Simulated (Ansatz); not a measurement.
Two G0W0 runs on HfS2 (1T monolayer).

The cell holds 3 atoms: 1 Hf and 2 S. Cell: a = 3.656 Å, b = 3.656 Å, c = 29.000 Å, α = 90.0°, β = 90.0°, γ = 120.0°. Vacuum lies along c.

```xyz
3
Lattice="3.6556 0.0000 0.0000 -1.8278 3.1659 0.0000 0.0000 0.0000 29.0000" Properties=species:S:1:pos:R:3
Hf    0.0000    0.0000   14.5000
S     0.0000    2.1106   15.9442
S     1.8278    1.0553   13.0558
```

The structure was relaxed with PBE. The runs that relaxed it are not among those shown. Spin-orbit coupling is left out unless a run names it. PAW set soft_2, made with PBE.

The first (Ansatz 0.2.0; start PBE, 6×6×1 mesh, 879 empty bands, screening to 110 eV; 1 × NVIDIA H100 80GB HBM3 (shared by 6 runs) with 3 threads of AMD EPYC 7R13 (Zen 3), shared host) gave, on its mesh: starting gap 1.32 eV, G0W0 gap 2.57 eV, mean of 1 + 4πα/V (set by the cell height) 2.41, 91 s.

The second gave: starting gap 1.32 eV, G0W0 gap 2.62 eV, mean of 1 + 4πα/V (set by the cell height) 2.40, 2.3 min.

Q: What was changed in the input? Choose among start, files, mesh, bands and cutoff, frequency model or another key.

Changed: empty bands from 879 to 1615 and screening cutoff (eV) from 110.0 to 165.0. The starting gap stayed, which rules out the functional and points to the GW step. Other changes could give like numbers; this is the one that was made.

Limits: not at the basis limit; coarse mesh for a sheet; no spin-orbit coupling.

[Paths, hosts, dates, memory and timing lines, banners, echoed tables and standing remarks are left out of the program output.]

[Logs are printed without paths, hosts, clocks, repeated set-up lines and the standing remarks that a program may print on its own settings, such as how far it seeks lower states.]

[Runs of the session that timed out or met a known fault of the program may be left out.]

[Cells called generated may have been cut or substituted from an entry of the Crystallography Open Database or the Materials Project.]

[Hosts, paths, dates, database ids (printed as entryN), source tags and the programs' standing remarks are cut or masked in the printed files.]
